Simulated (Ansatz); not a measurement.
This is a band-structure calculation with Ansatz on In2O3 (corundum); the level of theory is PBE. The cell was relaxed beforehand with r2SCAN.

Input (YAML):
```yaml
crystal:
  lattice:
    - [2.753820859, 1.5899192142, 4.8543403845]
    - [-2.753820859, 1.5899192142, 4.8543403845]
    - [0.0, -3.1798384285, 4.8543403845]
  atoms:
    - { symbol: In, position: [0.8570396382, 0.8570396382, 0.8570396382] }
    - { symbol: In, position: [0.3570396382, 0.3570396382, 0.3570396382] }
    - { symbol: In, position: [0.1429603618, 0.1429603618, 0.1429603618] }
    - { symbol: In, position: [0.6429603618, 0.6429603618, 0.6429603618] }
    - { symbol: O, position: [0.4533861849, 0.0466138151, 0.75] }
    - { symbol: O, position: [0.0466138151, 0.75, 0.4533861849] }
    - { symbol: O, position: [0.5466138151, 0.9533861849, 0.25] }
    - { symbol: O, position: [0.25, 0.5466138151, 0.9533861849] }
    - { symbol: O, position: [0.9533861849, 0.25, 0.5466138151] }
    - { symbol: O, position: [0.75, 0.4533861849, 0.0466138151] }
kpoints:
  mp_grid: { grid: [6, 6, 6] }
  band_path:
    path:
      - [[0.0, 0.0, 0.0], [0.5, 0.5, 0.5], [0.7618181254568, 0.2381818745432, 0.5]]
      - [[0.5, -0.2381818745432, 0.2381818745432], [0.5, -7.482716316155e-18, -5.176340761392e-17], [0.0, 0.0, 0.0], [0.3690909372716, -0.3690909372716, 2.870663061428e-17]]
      - [[0.6309090627284, -1.33447341585e-17, 0.3690909372716], [0.5, 5.445417292652e-17, 0.5], [0.0, 0.0, 0.0]]
    npoints: 10
hamiltonian:
  xc: pbe
scf:
  occupations: { method: fermi_dirac, width: 0.02 }
  n_extra_bands: 6
output:
  forces: true
  stress: true
  eigenvalues: true
```

Run as `ansatz run input.yaml --threads 4 --pin off --max-ram 7372MiB --backend cpu --events-out ev --progress --plain --runs-dir out`. It took 7.4 s on 4 threads of Arm Neoverse V2 (shared host); peak host memory 0.55 GiB.

The output, standing remarks left out:
```
Functional definition: PBE
Crystal: 10 atoms, lattice volume = 127.524 Å³
Basis set: ecut = 420 eV, 2489 PW (Γ)
Bands: 50, of which v1, the nominal top of the filled ones, is band 44 counted from 1 (43 counted from 0)
Symmetry: 12 space group operations
Space group: R-3c (ITA 167)
k-points: 32 of 216
SCF iter   1: HF=-25796.362626 eV  Δρ=9.84e-4  dr2=4.88e-4
SCF iter   2: HF=-25796.363123 eV  Δρ=5.20e-4  dr2=9.26e-5
SCF iter   3: HF=-25796.363474 eV  Δρ=2.20e-4  dr2=2.68e-5
SCF iter   4: HF=-25796.363541 eV  Δρ=3.34e-5  dr2=1.75e-6
SCF iter   5: HF=-25796.363542 eV  Δρ=1.01e-5  dr2=1.47e-7
SCF iter   6: HF=-25796.363542 eV  Δρ=3.43e-6  dr2=1.53e-8
SCF 1 converged in 6 iterations: F = -25796.363542 eV  dr2 = 1.53e-8
Free energy (F): -25796.363542 eV
Fermi energy:    9.469383 eV
--- Forces (eV/Å), atoms counted from 1 ---
  atom   1  In      0.00000      0.00000      0.10667
  atom   2  In      0.00000      0.00000      0.10667
  atom   3  In      0.00000      0.00000    -0.10667
  atom   4  In      0.00000      0.00000    -0.10667
  atom   5  O     -0.00319      0.00000      0.00000
  atom   6  O       0.00160      0.00276      0.00000
  atom   7  O       0.00319      0.00000      0.00000
  atom   8  O     -0.00160      0.00276      0.00000
  atom   9  O     -0.00160    -0.00276      0.00000
  atom  10  O       0.00160    -0.00276      0.00000
--- Stress (GPa, compression-positive) ---
        6.571577       0.000000       0.000000
        0.000000       6.571577       0.000000
        0.000000       0.000000       5.954870
  P = ⅓ Tr σ = 6.3660 GPa (63.660 kbar)
--- Band table (eV; the first three rows and the last of 32) ---
  k-point 0: bands = […, 8.4505, 8.4505, 8.5716, 8.5716, 8.7814, 8.7814, 10.0525, 14.3505, 15.0310, 16.0783, …]
  k-point 1: bands = […, 8.3264, 8.3412, 8.5576, 8.6262, 8.6339, 8.7737, 10.9358, 14.6506, 14.8915, 15.7974, …]
  k-point 2: bands = […, 8.1699, 8.2013, 8.2243, 8.3007, 8.6932, 8.8274, 12.3564, 14.6653, 14.7939, 15.0900, …]
  k-point 31: bands = […, 7.7442, 7.7442, 8.6385, 8.6385, 8.6385, 8.6385, 13.1876, 13.1876, 15.9363, 15.9363, …]
```

The rows of the band table are 0: (0, 0, 0) = Γ, 1: (0, 0, 1/6), 2: (0, 0, 1/3), 31: (-1/2, -1/2, -1/2) = T.

Levels along the path, in eV from the valence top (v1 is the last filled band, c1 the first empty one):
```tsv
point	distance (1/Å)	v2	v1	c1	c2
Γ	0.00	-0.05	-0.05	1.22	5.52
·	0.13	-0.07	-0.07	1.56	5.50
·	0.26	-0.07	-0.07	2.24	5.42
·	0.39	-0.09	-0.09	2.98	5.23
·	0.52	-0.13	-0.13	3.71	4.88
T	0.65	-0.19	-0.19	4.36	4.36
·	0.77	-0.19	-0.19	4.46	4.46
·	0.89	-0.21	-0.21	4.71	4.71
·	1.01	-0.21	-0.21	5.05	5.05
·	1.13	-0.19	-0.19	5.37	5.37
H₂	1.24	-0.16	-0.16	5.53	5.53
H₀	1.24	-0.16	-0.16	5.53	5.53
·	1.30	-0.15	-0.15	5.46	5.46
·	1.41	-0.14	-0.14	5.23	5.23
·	1.52	-0.11	-0.11	5.06	5.06
·	1.62	-0.08	-0.08	4.96	4.96
·	1.73	-0.07	-0.07	4.91	4.91
L	1.79	-0.07	-0.07	4.91	4.91
·	1.86	-0.09	-0.04	4.51	5.28
·	2.00	-0.13	-0.01	3.67	5.82
·	2.13	-0.17	-0.01	2.81	5.94
·	2.27	-0.18	-0.07	1.97	5.77
·	2.41	-0.07	-0.06	1.33	5.55
Γ	2.48	-0.05	-0.05	1.22	5.52
·	2.57	-0.10	-0.05	1.38	5.57
·	2.73	-0.13	-0.04	2.23	5.90
·	2.90	-0.14	0.00	3.26	5.75
·	3.07	-0.15	-0.03	4.27	5.57
·	3.24	-0.16	-0.09	5.14	5.50
S₀	3.32	-0.21	-0.07	5.24	5.48
S₂	3.32	-0.21	-0.07	5.24	5.48
·	3.38	-0.21	-0.06	5.20	5.48
·	3.44	-0.15	-0.05	5.17	5.47
·	3.50	-0.12	-0.05	5.14	5.47
·	3.56	-0.09	-0.04	5.13	5.47
F	3.62	-0.09	-0.04	5.12	5.47
·	3.78	-0.20	-0.06	4.52	5.78
·	3.94	-0.29	-0.07	3.61	5.95
·	4.09	-0.17	-0.07	2.62	5.90
·	4.25	-0.13	-0.06	1.70	5.64
Γ	4.41	-0.05	-0.05	1.22	5.52
```

With PBE the valence top lies at Γ–S₀ (0.50 of the way from Γ) and the conduction bottom at Γ, 1.22 eV higher; the smallest vertical gap, at Γ, is 1.27 eV. The gap is the least over the mesh and the extra points. With the atoms held, the mean pressure is +6.37 GPa (compression positive). The largest force is 0.11 eV/Å.

No spin polarisation and no zero-point or thermal motion.

Spin-orbit coupling is left out, which matters wherever the heavy atoms make up the band edges.
